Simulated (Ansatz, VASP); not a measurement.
GaP in VASP and in Ansatz

```
Ga P
1.0
     2.77365    2.77365    0.00000
    -2.77365    2.77365    0.00000
     0.00000    2.77365    2.67000
Ga P
1 1
Direct
  0.00000 0.00000 0.00000
  0.75000 0.25000 0.50000
```

Change from the starting cell: in-plane strain +0.02, out-of-plane length and atoms relaxed by PAW.

Alike in both runs: functional PBEsol; k mesh 8 × 8 × 8; no spin polarisation.

Ansatz relaxed the structure, and its values are those at the end. VASP's run is a single point on that final structure, the one shown.

|  | VASP | Ansatz |
| --- | --- | --- |
| version | VASP 6.6.1 | Ansatz 0.2.0 |
| potentials or method | VASP PAW PBE potentials, release 64 (Ga_d, P) | PAW with Ansatz's default frozen-core files, scalar-relativistic |
| plane-wave cutoff (eV) | 520 | 420 |
| occupations | gaussian, width 0.01 eV | fixed |
| valence electrons in the cell | 18 | 18 |

```tsv
	VASP	Ansatz	Ansatz less VASP
pressure (GPa)	-1.8	-1.8	+0.05
```

Caveats: the PAW data sets were made with another functional, which shifts forces and pressure a little (VASP). A k mesh can miss the band edges.
